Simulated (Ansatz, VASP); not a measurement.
# Sn in VASP and in Ansatz

```
CELL_PARAMETERS angstrom
-1.89315 1.89315 1.89315
1.89315 -1.89315 1.89315
1.89315 1.89315 -1.89315
ATOMIC_POSITIONS crystal
Sn 0.00000 0.00000 0.00000
```

Alike in both runs: functional BLYP; dispersion D3(BJ); k mesh 9 × 9 × 9; no spin polarisation.

Ansatz relaxed the structure, and its values are those at the end. VASP's run is a single point on that final structure, the one shown.

```csv
,VASP,Ansatz
version,VASP 6.6.1,Ansatz 0.2.0
potentials or method,"VASP PAW PBE potentials, release 64 (Sn_d)","plane waves, PAW"
plane-wave cutoff (eV),520,612
occupations,"fermi-dirac, width 0.1 eV",fermi-dirac
valence electrons in the cell,14,14
```

|  | VASP | Ansatz | Ansatz less VASP |
| --- | --- | --- | --- |
| pressure (GPa) | 0.0 | 0.0 | 0.00 |
| dispersion energy (meV/atom) | -919.8 | -919.9 | -0.12 |

Caveats: the PAW data sets were made with another functional, which shifts forces and pressure a little (VASP); pairwise dispersion overbinds metals, which lowers pressure and volume.
